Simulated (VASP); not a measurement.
# ZnAu (Pm-3m) in VASP: notebook

Runs on ZnAu. Level: PBE. Tasks: single point.

Program: VASP 6.6.1. These are calculated values, not measurements. Logs are shortened: lines on timing, memory, paths and dates and some standing lists are left out, and cuts for length are marked.

## Step 1: The crystal as given

The structure is cubic, space group Pm-3m (No. 221). The conventional cell has a = 3.147 Å, b = 3.147 Å, c = 3.147 Å, α = 90.00°, β = 90.00°, γ = 90.00°. Au (site symmetry m-3m) is surrounded by 8 Zn at 2.73 Å. Around Zn (site symmetry m-3m) lie 8 Au at 2.73 Å.

## Step 2: Single point, PBE

INCAR reads:

```
SYSTEM = ZnAu
PREC     = Accurate       ! precision mode
ENCUT    = 400            ! plane-wave cutoff, eV
EDIFF    = 1E-6           ! SCF threshold, eV
ISMEAR   = 0              ! smearing method
SIGMA    = 0.2            ! smearing width, eV
LREAL    = .FALSE.        ! projectors in reciprocal space
LASPH    = .TRUE.         ! aspherical terms in the spheres
NELM     = 100            ! most SCF steps
ALGO     = Normal         ! electronic algorithm
ISIF     = 2              ! what is computed and relaxed
LWAVE    = .FALSE.        ! write WAVECAR
LCHARG   = .FALSE.        ! write CHGCAR
GGA      = PE             ! functional
NBANDS   = 18             ! bands
ADDGRID  = .FALSE.
```

KPOINTS reads:

```
regular mesh
0
G
  4 4 4
  0 0 0
```

POSCAR reads:

```
ZnAu
1.0
    3.1470000000      0.0000000000      0.0000000000
    0.0000000000      3.1470000000      0.0000000000
    0.0000000000      0.0000000000      3.1470000000
Au Zn
1 1
Direct
    0.0000000000      0.0000000000      0.0000000000
    0.5000000000      0.5000000000      0.5000000000
```

Potentials or basis: VASP PAW PBE potentials, release 64 (Au, Zn).

Started as:

```console
> cat potpaw_PBE.64/Au/POTCAR potpaw_PBE.64/Zn/POTCAR > POTCAR
> mpirun -np 1 vasp_std > vasp.out
```

OUTCAR:

```text
SYSTEM = ZnAu
   PREC = Accurate
   ENCUT = 400
   EDIFF = 1E-6
   ISMEAR = 0
   LREAL = .FALSE.
   LASPH = .TRUE.
   NELM = 100
   ISIF = 2
   GGA = PE

 Found     10 irreducible k-points:

 Following reciprocal coordinates:
            Coordinates               Weight
  0.000000  0.000000  0.000000      1.000000
  0.250000  0.000000  0.000000      6.000000
  0.500000  0.000000  0.000000      3.000000
  0.250000  0.250000  0.000000     12.000000
  0.500000  0.250000  0.000000     12.000000
  0.500000  0.500000  0.000000      3.000000
   k-points           NKPTS =     10   k-points in BZ     NKDIM =     10   number of bands    NBANDS=     18
   number of dos      NEDOS =    301   number of ions     NIONS =      2
   total plane-waves  NPLWV =  13824
   dimension x,y,z NGX =    24 NGY =   24 NGZ =   24
   dimension x,y,z NGXF=    48 NGYF=   48 NGZF=   48
   ions per type =               1   1
   NGX,Y,Z   is equivalent  to a cutoff of  12.68, 12.68, 12.68 a.u.
   NGXF,Y,Z  is equivalent  to a cutoff of  25.36, 25.36, 25.36 a.u.
 SYSTEM =  ZnAu
   PREC   = accura    normal or accurate (medium, high low for compatibility)
   ISTART =      0    job   : 0-new  1-cont  2-samecut
   ICHARG =      2    charge: 1-file 2-atom 10-const
   ISPIN  =      1    spin polarized calculation?
   LNONCOLLINEAR =      F non collinear calculations
   LSORBIT =      F    spin-orbit coupling
   LASPH  =      T    aspherical Exc in radial PAW
   ENCUT  =  400.0 eV  29.40 Ry    5.42 a.u.   5.13  5.13  5.13*2*pi/ulx,y,z
   NELM   =    100;   NELMIN=  2; NELMDL= -5     # of ELM steps
   EDIFF  = 0.1E-05   stopping-criterion for ELM
[... 8 lines left out ...]
   TEBEG  =    0.0;   TEEND  =   0.0 temperature during run
   PSTRESS=    0.0 pullay stress
   NELECT =      23.0000    total number of electrons
   NUPDOWN=      -1.0000    fix difference up-down
   EMIN   =  10.00;   EMAX   =-10.00  energy-range for DOS
   EFERMI =   0.00;   METHOD = LEGACY
   ISMEAR =     0;   SIGMA  =   0.20  broadening in eV -4-tet -1-fermi 0-gaus
   EFERMI_NEDOS =   21; number of points for ismear=-14 and -15
   IALGO  =     38    algorithm
   IMIX   =      4    mixing-type and parameters
     AMIX     =   0.40;   BMIX     =  1.00
     AMIX_MAG =   1.60;   BMIX_MAG =  1.00
  volume/ion in A,a.u.               =      15.58       105.16
  Fermi-wavevector in a.u.,A,eV,Ry     =   1.479406  2.795672 29.778283  2.188642
  Thomas-Fermi vector in A             =   2.593568
   LORBIT       =      0    0 simple, 1 ext, 2 COOP (PROOUT), +10 PAW based schemes
   GGA     = PE    functional components
   LHFCALC =     F    Hartree Fock is set to
   AEXX    =    0.0000 exact exchange contribution
   IVDW    =     0    specifies the selected vdW correction
   LEPSILON=     F    determine dielectric tensor
   LRPA    =     F    only Hartree local field effects (RPA)
 non-spin polarized calculation
 Gauss-broadening in eV      SIGMA  =   0.20
  energy-cutoff  :      400.00
  volume of cell :       31.17
 maximum number of plane-waves:       587
 NGX is ok and might be reduce to    24
   NGX = 11   NGY = 11   NGZ = 11

 number of electron      23.0000000 magnetization

 Free energy of the ion-electron system (eV)
  ---------------------------------------------------
  ext. energy  EPLUGINS =         0.00000000
  ---------------------------------------------------
  free energy    TOTEN  =        -4.71404455 eV

  energy without entropy =       -4.68196909  energy(sigma->0) =       -4.69800682

 E-fermi :   7.6227     XC(G=0): -12.3802

 val. band max:        7.6060956237   @ k =   0.2500   0.0000   0.0000
 cond. band min:       7.6322611321   @ k =   0.5000   0.5000   0.2500
 fundamental gap:      0.0261655084
 Fermi energy:         7.6227454572

 k-point     1 :       0.0000    0.0000    0.0000
  band No.  band energies     occupation
      1      -3.5253      2.00000
      2      -1.0341      2.00000
      3      -1.0341      2.00000
      4      -0.3430      2.00000
      5      -0.3430      2.00000
      6      -0.3430      2.00000
[... 10 lines left out ...]
     17      19.2265      0.00000
     18      25.3991      0.00000

 k-point     2 :       0.2500    0.0000    0.0000
  band No.  band energies     occupation
      1      -2.4613      2.00000
      2      -0.8186      2.00000
      3      -0.7647      2.00000
      4      -0.3502      2.00000
      5      -0.3502      2.00000
      6      -0.2649      2.00000
[... 10 lines left out ...]
     17      23.2649      0.00000
     18      23.5294      0.00000

 k-point     3 :       0.5000    0.0000    0.0000
  band No.  band energies     occupation
      1      -0.6513      2.00000
      2      -0.5602      2.00000
      3      -0.4213      2.00000
      4      -0.3480      2.00000
      5      -0.3480      2.00000
      6      -0.1834      2.00000
[... 10 lines left out ...]
     17      18.3047      0.00000
     18      18.5190      0.00000

 k-point     4 :       0.2500    0.2500    0.0000
  band No.  band energies     occupation
      1      -1.6647      2.00000
      2      -0.7663      2.00000
      3      -0.5114      2.00000
      4      -0.5010      2.00000
      5      -0.2817      2.00000
      6      -0.2106      2.00000
[... 10 lines left out ...]
     17      22.5204      0.00000
     18      22.9802      0.00000

 k-point     5 :       0.5000    0.2500    0.0000
  band No.  band energies     occupation
      1      -0.9865      2.00000
      2      -0.8680      2.00000
      3      -0.5130      2.00000
      4      -0.4597      2.00000
      5      -0.2902      2.00000
      6       0.8214      2.00000
[... 10 lines left out ...]
     17      19.9151      0.00000
     18      21.1866      0.00000

 k-point     6 :       0.5000    0.5000    0.0000
  band No.  band energies     occupation
      1      -1.2214      2.00000
      2      -1.1639      2.00000
      3      -0.6771      2.00000
      4      -0.6771      2.00000
      5      -0.0140      2.00000
      6       0.6850      2.00000
[... 10 lines left out ...]
     17      19.7788      0.00000
     18      22.8263      0.00000

 [... further k-points ...]
[... 5 lines left out ...]
  --------------------------------------------------------------------------------------
  -------------------------------------------------------------------------------------
  Total        0.8270548      0.8270548      0.8270548      0.0000000     -0.0000000     -0.0000000
  in kB       42.5162177     42.5162177     42.5162177      0.0000000     -0.0000000     -0.0000000
  external PRESSURE =      42.5162177 kB  Pullay stress =       0.0000000 kB

 VOLUME and BASIS-vectors are now :
 -----------------------------------------------------------------------------
  energy-cutoff  :      400.00
  volume of cell :       31.17
      direct lattice vectors                 reciprocal lattice vectors
     3.147000000  0.000000000  0.000000000     0.317762949  0.000000000  0.000000000
     0.000000000  3.147000000  0.000000000     0.000000000  0.317762949  0.000000000
     0.000000000  0.000000000  3.147000000     0.000000000  0.000000000  0.317762949

 POSITION                                       TOTAL-FORCE (eV/Angst)
 -----------------------------------------------------------------------------------
      0.00000      0.00000      0.00000         0.000000      0.000000      0.000000
      1.57350      1.57350      1.57350         0.000000      0.000000      0.000000
 -----------------------------------------------------------------------------------
    total drift:                                0.000000      0.000000     -0.000000

  FREE ENERGIE OF THE ION-ELECTRON SYSTEM (eV)
  ---------------------------------------------------
  free  energy   TOTEN  =        -4.7140445455 eV

  energy  without entropy=       -4.6819690851  energy(sigma->0) =       -4.69800682
```

OSZICAR:

```text
N       E                     dE             d eps       ncg     rms          rms(c)
DAV:   1     0.119720422748E+03    0.11972E+03   -0.96479E+03   360   0.137E+03
DAV:   2    -0.113482377430E+00   -0.11983E+03   -0.11475E+03   374   0.289E+02
DAV:   3    -0.511958011614E+01   -0.50061E+01   -0.49647E+01   390   0.652E+01
DAV:   4    -0.516228136253E+01   -0.42701E-01   -0.42692E-01   404   0.539E+00
DAV:   5    -0.516272542422E+01   -0.44406E-03   -0.44406E-03   380   0.588E-01    0.853E+00
DAV:   6    -0.474730161260E+01    0.41542E+00   -0.11213E+00   388   0.118E+01    0.538E+00
DAV:   7    -0.472170897447E+01    0.25593E-01   -0.40593E-02   470   0.330E+00    0.282E+00
DAV:   8    -0.471404444420E+01    0.76645E-02   -0.82480E-03   366   0.930E-01    0.144E-01
DAV:   9    -0.471403384470E+01    0.10599E-04   -0.21764E-04   430   0.304E-01    0.722E-02
DAV:  10    -0.471404361406E+01   -0.97694E-05   -0.38334E-05   378   0.609E-02    0.180E-02
DAV:  11    -0.471404454552E+01   -0.93146E-06   -0.24269E-06   350   0.188E-02
   1 F= -.47140445E+01 E0= -.46980068E+01  d E =-.320755E-01
```

stdout:

```text
POSCAR found type information on POSCAR AuZn
 POSCAR found :  2 types and       2 ions
 scaLAPACK will be used
 LDA part: xc-table for (Slater+PW92), standard interpolation
 POSCAR, INCAR and KPOINTS ok, starting setup
 FFT: planning ... GRIDC
 FFT: planning ... GRID_SOFT
 FFT: planning ... GRID
 WAVECAR not read
 entering main loop
```

Wall time 12 s (1 thread of AMD EPYC, shared host); peak memory 0.1 GiB.

The run converged, but some of its settings lie outside the range that counts as converged, so its numbers aren't taken as properties of the crystal.

Results:

```yaml
Free_energy: -4.7140 eV
Pressure: 4.3 GPa
Band_gap_on_the_k_mesh: none (metal or under the smearing width)
```

Caveat: the k mesh is coarse (spacing up to 0.50 Å⁻¹), so the values aren't converged.

## Step 3: Single point, PBE

INCAR: that of step 2 with these lines changed.

```diff
@@ -2,3 +2,3 @@
 PREC     = Accurate       ! precision mode
-ENCUT    = 400            ! plane-wave cutoff, eV
+ENCUT    = 500            ! plane-wave cutoff, eV
 EDIFF    = 1E-6           ! SCF threshold, eV
```

KPOINTS is that of step 2.

POSCAR is that of step 2.

Potentials or basis: VASP PAW PBE potentials, release 64 (Au, Zn).

Started as:

```console
> cat potpaw_PBE.64/Au/POTCAR potpaw_PBE.64/Zn/POTCAR > POTCAR
> mpirun -np 1 vasp_std > vasp.out
```

Run time: 10 s. Hardware: 1 thread of AMD EPYC, shared host; peak memory 0.11 GiB.

The run converged, but some of its settings lie outside the range that counts as converged, so its numbers aren't taken as properties of the crystal.

What came out:

* Free energy: -4.7153 eV
* Pressure: 4.5 GPa
* Band gap on the k mesh: none (metal or under the smearing width)

Caveat: the k mesh is coarse (spacing up to 0.50 Å⁻¹), so the values aren't converged.

## Step 4: Single point, PBE

INCAR: that of step 3 with these lines changed.

```diff
@@ -2,3 +2,3 @@
 PREC     = Accurate       ! precision mode
-ENCUT    = 500            ! plane-wave cutoff, eV
+ENCUT    = 600            ! plane-wave cutoff, eV
 EDIFF    = 1E-6           ! SCF threshold, eV
```

KPOINTS is that of step 3.

POSCAR is that of step 3.

Started as:

```console
> cat potpaw_PBE.64/Au/POTCAR potpaw_PBE.64/Zn/POTCAR > POTCAR
> mpirun -np 1 vasp_std > vasp.out
```

Run time: 14 s. Hardware: 1 thread of AMD EPYC, shared host; peak memory 0.13 GiB.

The run converged, but some of its settings lie outside the range that counts as converged, so its numbers aren't taken as properties of the crystal.

What came out:

- Free energy: -4.7150 eV
- Pressure: 4.6 GPa
- Band gap on the k mesh: none (metal or under the smearing width)

Caveat: the k mesh is coarse (spacing up to 0.50 Å⁻¹), so the values aren't converged.

## Step 5: For comparison

An earlier run on the cell as given: functional PBE; potentials or basis VASP PAW PBE potentials, release 64 (Au, Zn); cutoff 520 eV; k mesh 8 × 8 × 8; occupations fermi-dirac, width 0.05 eV; no spin polarisation.

* Pressure: 5.2 GPa
* Band gap on the k mesh: none (metal or under the smearing width)
